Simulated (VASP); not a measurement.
# Sb (I4/mmm) in VASP: further runs

Runs on Sb. Level: r2SCAN. Tasks: single point.

All numbers are computed with VASP 6.6.1; they aren't measurements. Logs are shortened: lines on timing, memory, paths and dates and some standing lists are left out, and cuts for length are marked.

## Step 1: The crystal as given

It takes space group I4/mmm (No. 139, tetragonal). The conventional cell has a = 3.153 Å, b = 3.153 Å, c = 5.424 Å, α = 90.00°, β = 90.00°, γ = 90.00°. Around Sb (site symmetry 4/mmm) lie 12 Sb at 3.15 to 3.51 Å.

This isn't the form of Sb at room conditions, which is rhombohedral.

## Step 2: Single point, r2SCAN

Contents of INCAR:

```
ADDGRID = False
ALGO = Normal
EDIFF = 1E-6
ENCUT = 200
ISIF = 2
ISMEAR = 0
LASPH = True
LCHARG = False
LMIXTAU = True
LREAL = False
LWAVE = False
METAGGA = R2SCAN
NBANDS = 8
NELM = 100
PREC = Accurate
SIGMA = 0.05
```

Contents of KPOINTS:

```
k-points
0
Gamma
  6 6 6
```

Contents of POSCAR:

```
Sb
1.0
   -1.5638750000      1.6131910000      2.7402030000
    1.6104090000     -1.5604430000      2.7365900000
    1.5281950000      1.5247630000     -2.7095380000
Sb
1
Direct
    0.0004760000      0.0218010000      0.0165680000
```

Potentials or basis: VASP PAW PBE potentials, release 64 (Sb).

The run is started by

```bash
> cat potpaw_PBE.64/Sb/POTCAR > POTCAR
> mpirun -np 1 vasp_std > vasp.out
```

OUTCAR:

```text
EDIFF = 1E-6
   ENCUT = 200
   ISIF = 2
   ISMEAR = 0
   LASPH = True
   LREAL = False
   METAGGA = R2SCAN
   NELM = 100
   PREC = Accurate

 Found    112 irreducible k-points:

 Following reciprocal coordinates:
            Coordinates               Weight
  0.000000  0.000000  0.000000      1.000000
  0.166667 -0.000000 -0.000000      2.000000
  0.333333 -0.000000  0.000000      2.000000
  0.500000 -0.000000  0.000000      1.000000
 -0.000000  0.166667  0.000000      2.000000
  0.166667  0.166667  0.000000      2.000000
   k-points           NKPTS =    112   k-points in BZ     NKDIM =    112   number of bands    NBANDS=      8
   number of dos      NEDOS =    301   number of ions     NIONS =      1
   total plane-waves  NPLWV =   4096
   dimension x,y,z NGX =    16 NGY =   16 NGZ =   16
   dimension x,y,z NGXF=    32 NGYF=   32 NGZF=   32
   ions per type =               1
   NGX,Y,Z   is equivalent  to a cutoff of   7.51,  7.52,  7.68 a.u.
   NGXF,Y,Z  is equivalent  to a cutoff of  15.01, 15.04, 15.36 a.u.
 SYSTEM =  unknown system
   PREC   = accura    normal or accurate (medium, high low for compatibility)
   ISTART =      0    job   : 0-new  1-cont  2-samecut
   ICHARG =      2    charge: 1-file 2-atom 10-const
   ISPIN  =      1    spin polarized calculation?
   LNONCOLLINEAR =      F non collinear calculations
   LSORBIT =      F    spin-orbit coupling
   LASPH  =      T    aspherical Exc in radial PAW
   ENCUT  =  200.0 eV  14.70 Ry    3.83 a.u.   4.09  4.08  3.99*2*pi/ulx,y,z
   NELM   =    100;   NELMIN=  2; NELMDL= -5     # of ELM steps
   EDIFF  = 0.1E-05   stopping-criterion for ELM
   LREAL  =      F    real-space projection
   EDIFFG = 0.1E-04   stopping-criterion for IOM
   NSW    =      0    number of steps for IOM
   IBRION =     -1    ionic relax: 0-MD 1-quasi-New 2-CG
   NFREE  =      0    steps in history (QN), initial steepest desc. (CG)
   ISIF   =      2    stress and relaxation
   ISYM   =      2    0-nonsym 1-usesym 2-fastsym
   POTIM  = 0.5000    time-step for ionic-motion
   TEBEG  =    0.0;   TEEND  =   0.0 temperature during run
   PSTRESS=    0.0 pullay stress
   NELECT =       5.0000    total number of electrons
   NUPDOWN=      -1.0000    fix difference up-down
   EMIN   =  10.00;   EMAX   =-10.00  energy-range for DOS
   EFERMI =   0.00;   METHOD = LEGACY
   ISMEAR =     0;   SIGMA  =   0.05  broadening in eV -4-tet -1-fermi 0-gaus
   EFERMI_NEDOS =   21; number of points for ismear=-14 and -15
   IALGO  =     38    algorithm
   IMIX   =      4    mixing-type and parameters
     AMIX     =   0.40;   BMIX     =  1.00
     AMIX_MAG =   1.60;   BMIX_MAG =  1.00
  volume/ion in A,a.u.               =      26.96       181.95
  Fermi-wavevector in a.u.,A,eV,Ry     =   0.933573  1.764197 11.858272  0.871558
  Thomas-Fermi vector in A             =   2.060288
   LORBIT       =      0    0 simple, 1 ext, 2 COOP (PROOUT), +10 PAW based schemes
   METAGGA = R2SCAN    functional components
   LHFCALC =     F    Hartree Fock is set to
   AEXX    =    0.0000 exact exchange contribution
   IVDW    =     0    specifies the selected vdW correction
   LEPSILON=     F    determine dielectric tensor
   LRPA    =     F    only Hartree local field effects (RPA)
 non-spin polarized calculation
 Gauss-broadening in eV      SIGMA  =   0.05
  energy-cutoff  :      200.00
  volume of cell :       26.96
 maximum number of plane-waves:       182
   NGX =  9   NGY =  9   NGZ =  7

 number of electron       5.0000001 magnetization

 Free energy of the ion-electron system (eV)
  ---------------------------------------------------
  ext. energy  EPLUGINS =         0.00000000
  ---------------------------------------------------
  free energy    TOTEN  =       -25.31102296 eV

  energy without entropy =      -25.31063272  energy(sigma->0) =      -25.31082784

 E-fermi :   8.5821     XC(G=0): -10.7782

 val. band max:        8.4699765841   @ k =  -0.3333   0.3333   0.5000
 cond. band min:       8.5928934533   @ k =   0.0000   0.1667   0.5000
 fundamental gap:      0.1229168693
 Fermi energy:         8.5820994353

 k-point     1 :       0.0000    0.0000    0.0000
  band No.  band energies     occupation
      1      -5.1303      2.00000
      2      13.1538      0.00000
      3      14.2142      0.00000
      4      14.2716      0.00000
      5      18.1394      0.00000
      6      19.3575      0.00000
      7      19.7448      0.00000
      8      19.9641      0.00000

 k-point     2 :       0.1667   -0.0000   -0.0000
  band No.  band energies     occupation
      1      -4.5522      2.00000
      2      10.1377      0.00000
      3      12.4036      0.00000
      4      14.1865      0.00000
      5      17.1034      0.00000
      6      18.6422      0.00000
      7      20.5133      0.00000
      8      20.7537      0.00000

 k-point     3 :       0.3333   -0.0000    0.0000
  band No.  band energies     occupation
      1      -2.8815      2.00000
      2       5.2118      2.00000
      3      10.9547      0.00000
      4      14.2496      0.00000
      5      15.5861      0.00000
      6      18.7327      0.00000
      7      20.6467      0.00000
      8      21.7946      0.00000

 k-point     4 :       0.5000   -0.0000    0.0000
  band No.  band energies     occupation
      1      -1.1496      2.00000
      2       2.3137      2.00000
      3      10.3943      0.00000
      4      14.3660      0.00000
      5      15.0945      0.00000
      6      19.2003      0.00000
      7      20.0455      0.00000
      8      20.1813      0.00000

 k-point     5 :      -0.0000    0.1667    0.0000
  band No.  band energies     occupation
      1      -4.5511      2.00000
      2      10.1517      0.00000
      3      12.3850      0.00000
      4      14.1853      0.00000
      5      17.0825      0.00000
      6      18.6406      0.00000
      7      20.4985      0.00000
      8      20.7796      0.00000

 k-point     6 :       0.1667    0.1667    0.0000
  band No.  band energies     occupation
      1      -3.7017      2.00000
      2       8.9287      0.00000
      3       9.6865      0.00000
      4      11.9172      0.00000
      5      17.7947      0.00000
      6      18.5673      0.00000
      7      21.0659      0.00000
      8      21.2118      0.00000

 [... further k-points ...]

------------------------ aborting loop because EDIFF is reached ----------------------------------------

  FORCE on cell =-STRESS in cart. coord.  units (eV):
  Direction    XX          YY          ZZ          XY          YZ          ZX
  --------------------------------------------------------------------------------------
  -------------------------------------------------------------------------------------
  Total        0.4231329      0.4311713     -0.3268902      0.1109819     -0.0659562     -0.1223832
  in kB       25.1441856     25.6218600    -19.4250768      6.5949697     -3.9193716     -7.2724824
  external PRESSURE =      10.4469896 kB  Pullay stress =       0.0000000 kB

 VOLUME and BASIS-vectors are now :
 -----------------------------------------------------------------------------
  energy-cutoff  :      200.00
  volume of cell :       26.96
      direct lattice vectors                 reciprocal lattice vectors
    -1.563875000  1.613191000  2.740203000     0.002055809  0.316948054  0.179518554
     1.610409000 -1.560443000  2.736590000     0.317083613  0.001847581  0.179876686
     1.528195000  1.524763000 -2.709538000     0.322328449  0.322401118 -0.005843793

 POSITION                                       TOTAL-FORCE (eV/Angst)
 -----------------------------------------------------------------------------------
      0.05968     -0.00799      0.01607         0.000000     -0.000000      0.000000
 -----------------------------------------------------------------------------------
    total drift:                               -0.000003     -0.000001      0.000001

  FREE ENERGIE OF THE ION-ELECTRON SYSTEM (eV)
  ---------------------------------------------------
  free  energy   TOTEN  =       -25.3110229619 eV

  energy  without entropy=      -25.3106327191  energy(sigma->0) =      -25.31082784
```

Wall time 13 s (1 thread of Intel Xeon Platinum 8375C at 2.90GHz (Ice Lake), shared host); peak memory 0.11 GiB.

The run converged, but some of its settings lie outside the range that counts as converged, so its numbers aren't taken as properties of the crystal.

Results:

| Item | Value |
| --- | --- |
| Free energy | -25.3110 eV |
| Pressure | 1.0 GPa |
| Band gap on the k mesh | none (metal or under the smearing width) |

Caveat: the k mesh is coarse (spacing up to 0.48 Å⁻¹), so the values aren't converged; the cutoff is under 1.25 times the usual one of these potentials, so pressure, stress and relaxed cells hold a basis-set (Pulay) error; the PAW data sets were made with another functional, which shifts forces and pressure a little.

## Step 3: Single point, r2SCAN

INCAR, as its differences from that of step 2:

```diff
@@ -3,3 +3,3 @@
 EDIFF = 1E-6
-ENCUT = 200
+ENCUT = 300
 ISIF = 2
```

Contents of KPOINTS:

```
k-points
0
Gamma
  5 5 5
```

Contents of POSCAR:

```
Sb
1.0
   -1.5765401831      1.5765401831      2.7119384313
    1.5765401831     -1.5765401831      2.7119384313
    1.5765401831      1.5765401831     -2.7119384313
Sb
1
Direct
    0.0000000000      0.0000000000      0.0000000000
```

Potentials or basis: VASP PAW PBE potentials, release 64 (Sb).

The run is started by

```bash
> cat potpaw_PBE.64/Sb/POTCAR > POTCAR
> mpirun -np 1 vasp_std > vasp.out
```

It took 13 s on 1 thread of Intel Xeon Platinum 8375C at 2.90GHz (Ice Lake), shared host; peak memory 0.12 GiB.

These settings aren't checked as converged: the numbers below hold their error.

Results:

| Item | Value |
| --- | --- |
| Free energy | -25.1776 eV |
| Pressure | 0.9 GPa |
| Band gap on the k mesh | none (metal or under the smearing width) |

Caveat: the k mesh is coarse (spacing up to 0.56 Å⁻¹), so the values aren't converged; the PAW data sets were made with another functional, which shifts forces and pressure a little.
